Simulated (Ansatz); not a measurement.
# TiO2: the cost of one run

Computed with Ansatz 0.2.0 (DFT PBE, scalar-relativistic, plane waves, PAW, unless a step's input says otherwise).

## Step 1: Starting point

Symmetry: P4_2/mnm, No. 136, tetragonal system. Conventional cell: a = 4.592 Å, b = 4.592 Å, c = 2.957 Å, α = 90.00°, β = 90.00°, γ = 90.00°. Ti (site symmetry mmm) is surrounded by 6 O at 1.95 to 1.98 Å. Around O (site symmetry m2m) lie 3 Ti at 1.95 to 1.98 Å.

As a file:

```
CELL_PARAMETERS angstrom
-4.59220 -4.59220 2.95740
-4.59220 4.59220 2.95740
-9.18440 0.00000 -5.91480
ATOMIC_POSITIONS crystal
Ti 0.00000 0.00000 0.00000
Ti 0.25000 0.25000 0.75000
Ti 0.50000 0.50000 0.00000
Ti 0.50000 0.50000 0.50000
Ti 0.75000 0.75000 0.25000
Ti 0.75000 0.75000 0.75000
Ti 0.00000 0.00000 0.50000
Ti 0.25000 0.25000 0.25000
Ti 0.00000 0.50000 0.00000
Ti 0.25000 0.75000 0.75000
Ti 0.50000 0.00000 0.50000
Ti 0.50000 0.00000 0.00000
Ti 0.75000 0.25000 0.75000
Ti 0.75000 0.25000 0.25000
Ti 0.00000 0.50000 0.50000
Ti 0.25000 0.75000 0.25000
O 0.77128 0.07624 0.92376
O 0.02128 0.32624 0.67376
O 0.27128 0.57624 0.92376
O 0.27128 0.57624 0.42376
O 0.52128 0.82624 0.17376
O 0.52128 0.82624 0.67376
O 0.77128 0.07624 0.42376
O 0.02128 0.32624 0.17376
O 0.17376 0.97872 0.82624
O 0.42376 0.22872 0.57624
O 0.67376 0.47872 0.82624
O 0.67376 0.47872 0.32624
O 0.92376 0.72872 0.07624
O 0.92376 0.72872 0.57624
O 0.17376 0.97872 0.32624
O 0.42376 0.22872 0.07624
O 0.97872 0.67376 0.82624
O 0.22872 0.92376 0.57624
O 0.47872 0.17376 0.32624
O 0.47872 0.17376 0.82624
O 0.72872 0.42376 0.57624
O 0.72872 0.42376 0.07624
O 0.97872 0.67376 0.32624
O 0.22872 0.92376 0.07624
O 0.07624 0.27128 0.92376
O 0.32624 0.52128 0.67376
O 0.57624 0.77128 0.92376
O 0.57624 0.77128 0.42376
O 0.82624 0.02128 0.17376
O 0.82624 0.02128 0.67376
O 0.07624 0.27128 0.42376
O 0.32624 0.52128 0.17376
```

The runs take a perfect supercell of 48 atoms; the defect goes to fractional position (0.000, 0.000, 0.000).

## Step 2: The perfect supercell

input.yaml

```yaml
crystal:
  lattice:
    - [-4.5922, -4.5922, 2.9574]
    - [-4.5922, 4.5922, 2.9574]
    - [-9.1844, 0.0, -5.9148]
  atoms:
    - { symbol: Ti, position: [0.0, 0.0, 0.0] }
    - { symbol: Ti, position: [0.25, 0.25, 0.75] }
    - { symbol: Ti, position: [0.5, 0.5, 0.0] }
    - { symbol: Ti, position: [0.5, 0.5, 0.5] }
    - { symbol: Ti, position: [0.75, 0.75, 0.25] }
    - { symbol: Ti, position: [0.75, 0.75, 0.75] }
    - { symbol: Ti, position: [0.0, 0.0, 0.5] }
    - { symbol: Ti, position: [0.25, 0.25, 0.25] }
    - { symbol: Ti, position: [0.0, 0.5, 0.0] }
    - { symbol: Ti, position: [0.25, 0.75, 0.75] }
    - { symbol: Ti, position: [0.5, 0.0, 0.5] }
    - { symbol: Ti, position: [0.5, 0.0, 0.0] }
    - { symbol: Ti, position: [0.75, 0.25, 0.75] }
    - { symbol: Ti, position: [0.75, 0.25, 0.25] }
    - { symbol: Ti, position: [0.0, 0.5, 0.5] }
    - { symbol: Ti, position: [0.25, 0.75, 0.25] }
    - { symbol: O, position: [0.77128, 0.07624, 0.92376] }
    - { symbol: O, position: [0.02128, 0.32624, 0.67376] }
    - { symbol: O, position: [0.27128, 0.57624, 0.92376] }
    - { symbol: O, position: [0.27128, 0.57624, 0.42376] }
    - { symbol: O, position: [0.52128, 0.82624, 0.17376] }
    - { symbol: O, position: [0.52128, 0.82624, 0.67376] }
    - { symbol: O, position: [0.77128, 0.07624, 0.42376] }
    - { symbol: O, position: [0.02128, 0.32624, 0.17376] }
    - { symbol: O, position: [0.17376, 0.97872, 0.82624] }
    - { symbol: O, position: [0.42376, 0.22872, 0.57624] }
    - { symbol: O, position: [0.67376, 0.47872, 0.82624] }
    - { symbol: O, position: [0.67376, 0.47872, 0.32624] }
    - { symbol: O, position: [0.92376, 0.72872, 0.07624] }
    - { symbol: O, position: [0.92376, 0.72872, 0.57624] }
    - { symbol: O, position: [0.17376, 0.97872, 0.32624] }
    - { symbol: O, position: [0.42376, 0.22872, 0.07624] }
    - { symbol: O, position: [0.97872, 0.67376, 0.82624] }
    - { symbol: O, position: [0.22872, 0.92376, 0.57624] }
    - { symbol: O, position: [0.47872, 0.17376, 0.32624] }
    - { symbol: O, position: [0.47872, 0.17376, 0.82624] }
    - { symbol: O, position: [0.72872, 0.42376, 0.57624] }
    - { symbol: O, position: [0.72872, 0.42376, 0.07624] }
    - { symbol: O, position: [0.97872, 0.67376, 0.32624] }
    - { symbol: O, position: [0.22872, 0.92376, 0.07624] }
    - { symbol: O, position: [0.07624, 0.27128, 0.92376] }
    - { symbol: O, position: [0.32624, 0.52128, 0.67376] }
    - { symbol: O, position: [0.57624, 0.77128, 0.92376] }
    - { symbol: O, position: [0.57624, 0.77128, 0.42376] }
    - { symbol: O, position: [0.82624, 0.02128, 0.17376] }
    - { symbol: O, position: [0.82624, 0.02128, 0.67376] }
    - { symbol: O, position: [0.07624, 0.27128, 0.42376] }
    - { symbol: O, position: [0.32624, 0.52128, 0.17376] }
basis:
  ecutwfc: 420
  fft_grid_basis: typed
kpoints:
  mp_grid: { grid: [2, 2, 1] }
hamiltonian:
  xc: pbe
  pseudopotentials: { kind: paw }
scf:
  occupations: { method: gaussian, width: 0.05 }
output:
  forces: true
  stress: false
  eigenvalues: true
  bader: false
  write_density: true
  volumetric_format: npy
```

Launch:

```bash
ansatz run input.yaml --threads 4 --pin off --max-ram 10240MiB --backend cpu --events-out ev --progress --plain --runs-dir out
```

**Question.** How long does this run take on 4 threads of AMD EPYC 9R45 (Zen 5), shared host, and how much memory does it need?

About 1.8 s, with a peak of 1.9 GiB.
